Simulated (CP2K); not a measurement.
## Cu2O (Cuprite) under changes of volume

One of the cells (12.885 Å³/atom); the others are scaled copies at fixed shape and fractional positions:

```
CELL_PARAMETERS angstrom
4.26000 0.00000 0.00000
0.00000 4.26000 0.00000
0.00000 0.00000 4.26000
ATOMIC_POSITIONS crystal
Cu 0.75000 0.25000 0.75000
Cu 0.75000 0.75000 0.25000
Cu 0.25000 0.75000 0.75000
Cu 0.25000 0.25000 0.25000
O 0.50000 0.50000 0.50000
O 0.00000 0.00000 0.00000
```

| Property | Result |
| --- | --- |
| Program | CP2K 2026.2 |
| Functional | PBEsol |
| Potentials or basis | POTENTIAL_UZH Cu GTH-PBE-q11, O GTH-PBE-q6; TZVP-MOLOPT-PBE-GTH basis |
| Density cutoff | 8163 eV |
| k mesh | 6 × 6 × 6 |
| Occupations | fermi-dirac, width 0.01 eV |
| Spin | no spin polarisation |

| volume (Å³/atom) | energy over the lowest point (meV/atom) | pressure (GPa) | gap on the mesh (eV) |
| --- | --- | --- | --- |
| 12.112 | 16.42 | 8.2 | 0.55 |
| 12.369 | ? | ? | ? |
| 12.627 | 0.69 | 1.8 | 0.45 |
| 12.885 | 0.00 | -0.9 | 0.40 |
| 13.142 | 3.41 | -3.3 | 0.35 |
| 13.400 | 10.47 | -5.4 | 0.31 |
| 13.658 | 20.78 | -7.3 | 0.27 |

What does the run at 12.369 Å³/atom give?

Energy over the lowest point 5.97 meV/atom; pressure 4.8 GPa; gap on the mesh 0.50 eV.

Worked out: A Birch-Murnaghan fit of order 3 (a polynomial in V^(-2/3)) to the other rows has its minimum at 12.80 Å³/atom with B0 = V·E''(V) = 132 GPa and B' = 4.8. It gives 5.98 meV/atom at 12.369 Å³/atom, against the run's 5.97, and -dE/dV = 4.8 GPa, against 4.8. A straight line through the other rows of the gap, of slope -2.35 eV per unit of ln V (its deformation potential), gives 0.50 eV, against the run's 0.50.

Energies are extrapolated to zero smearing.

Caveats: the potentials were made for another functional, which shifts forces and pressure; the basis of atomic orbitals isn't converged, which shifts pressures, moduli and gaps.

A mesh can miss the band edges.
